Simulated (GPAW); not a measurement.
Runs of GPAW 26.7.0 on TiO2. The structure is tetragonal, space group P4_2/mnm (No. 136). The conventional cell has a = 4.600 Å, b = 4.600 Å, c = 2.959 Å, α = 90.00°, β = 90.00°, γ = 90.00°. Ti (site symmetry mmm) is surrounded by 6 O at 1.95 to 1.98 Å. Around O (site symmetry m2m) lie 3 Ti at 1.95 to 1.98 Å. The cell is a database's computed one.

```csv
task,level,potentials or basis,cell,band path,band points,optimizer,fmax,max steps,gap on the mesh (eV),pressure (GPa),relaxed volume (Å³/atom),largest force (eV/Å)
band structure,mBEEF,"GPAW PAW data sets (gpaw-data 1.2.1), pw",as given,"GXMGZRAZ,XR,MA",100,-,-,-,2.29,1.2,-,(a)
band structure,SOGGA,"PAW data sets generated in the run's folder for this functional, pw",as given,"GXMGZRAZ,XR,MA",60,-,-,-,1.83,(b),-,0.03
relaxation of cell and atoms,r2SCAN+D3(BJ),"GPAW PAW data sets (gpaw-data 1.2.1), pw",relaxed,-,-,BFGS,0.05 eV/Å,60,2.23,-0.2,10.39,0.03
relaxation of cell and atoms,BLYP+D4,"PAW data sets generated in the run's folder for this functional, pw",relaxed,-,-,BFGS,0.02 eV/Å,60,1.84,0.0,(c),0.01
```

Alike in all rows: no spin polarisation; k mesh 4 × 4 × 6; cutoff (eV) 800; smearing fermi-dirac 0.05 eV.

Task: Estimate the missing entries.

Result: (a) 0.10; (b) -1.8; (c) 10.56.

Caveats: the PAW data sets were made with another functional, which shifts forces and pressure a little (some runs); later steps reuse the first step's grids (some runs).

A k mesh can miss the band edges.

Runs at the PBE level aren't shown here.
